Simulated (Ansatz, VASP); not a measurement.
ZnCu: VASP beside Ansatz

```
Zn Cu
1.0
     2.82720    0.00000    0.00000
     0.00000    2.82720    0.00000
     0.00000    0.00000    2.94500
Zn Cu
1 1
Direct
  0.50000 0.50000 0.50000
  0.00000 0.00000 0.00000
```

Alike in both runs: task single point; functional PBE; k mesh 8 × 8 × 8; occupations fermi-dirac, width 0.05 eV; no spin polarisation.

|  | VASP | Ansatz |
| --- | --- | --- |
| version | VASP 6.6.1 | Ansatz 0.2.0 |
| potentials or method | VASP PAW PBE potentials, release 64 (Zn, Cu) | Ansatz PAW |
| plane-wave cutoff (eV) | 520 | 420 |
| valence electrons in the cell | 23 | 31 |

```csv
,VASP,Ansatz,Ansatz less VASP
gap on the k mesh at the Fermi level (eV),none,none,-
pressure (GPa),16.0,15.0,-1.01
largest component of the traceless stress (GPa),0.75,0.71,-0.040
```

A gap of «none» marks a metal or a gap that the smearing closes. The two sets of potentials don't hold the same shells in valence.

Caveats: so large a pressure means that the cell lies far from this level's equilibrium, or that cutoff or potentials fall short (VASP).
